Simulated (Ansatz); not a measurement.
# HfSn2O6: the cost of one run

Method: DFT PBE, scalar-relativistic, plane waves, PAW, in Ansatz 0.2.0.

### Step 1. Starting point

It takes space group I4/mmm (No. 139, tetragonal). The conventional cell has a = 3.944 Å, b = 3.944 Å, c = 16.734 Å, α = 90.00°, β = 90.00°, γ = 90.00°. Hf (site symmetry 4/mmm) is surrounded by 8 O at 2.42 Å. Around Sn (site symmetry 4mm) lie 8 O at 2.42 Å. O (site symmetry -4m2) is surrounded by 4 Sn at 2.42 Å. Around O (site symmetry 2mm) lie 2 Hf at 2.42 Å and 2 Sn at 2.42 Å.

Structure file:

```
CELL_PARAMETERS angstrom
-1.97209 1.97209 8.36688
1.97209 -1.97209 8.36688
1.97209 1.97209 -8.36688
ATOMIC_POSITIONS crystal
Hf 0.00000 0.00000 0.00000
Sn 0.66667 0.66667 0.00000
Sn 0.33333 0.33333 0.00000
O 0.75000 0.25000 0.50000
O 0.41667 0.91667 0.50000
O 0.08333 0.58333 0.50000
O 0.91667 0.41667 0.50000
O 0.58333 0.08333 0.50000
O 0.25000 0.75000 0.50000
```

The start is an ordering of an alloy on its end members' structure types: elements ordered on the sites of the HfO2 type, Hf/Sn on Hf (I4/mmm, No. 139).

### Step 2. Probe: one point on a coarse mesh

File input.yaml:

```yaml
crystal:
  lattice:
    - [-1.9720922, 1.9720922, 8.36687862]
    - [1.9720922, -1.9720922, 8.36687862]
    - [1.9720922, 1.9720922, -8.36687862]
  atoms:
    - { symbol: Hf, position: [0.0, 0.0, 0.0] }
    - { symbol: Sn, position: [0.66666667, 0.66666667, 0.0] }
    - { symbol: Sn, position: [0.33333333, 0.33333333, 0.0] }
    - { symbol: O, position: [0.75, 0.25, 0.5] }
    - { symbol: O, position: [0.41666667, 0.91666667, 0.5] }
    - { symbol: O, position: [0.08333333, 0.58333333, 0.5] }
    - { symbol: O, position: [0.91666667, 0.41666667, 0.5] }
    - { symbol: O, position: [0.58333333, 0.08333333, 0.5] }
    - { symbol: O, position: [0.25, 0.75, 0.5] }
basis:
  ecutwfc: 420
kpoints:
  mp_grid: { grid: [6, 6, 6] }
hamiltonian:
  xc: pbe
scf:
  occupations: { method: gaussian, width: 0.1 }
  lower_state_search: "off"
output:
  forces: true
  stress: true
  eigenvalues: true
```

On the command line:

```console
> ansatz run input.yaml --threads 1 --pin off --max-ram 2560MiB --backend cpu --events-out ev --progress --plain --runs-dir out
```

Q: Estimate wall time and peak memory on 1 thread of Intel Xeon at 2.70GHz, shared host.

About 16 s, with a peak of 0.51 GiB.
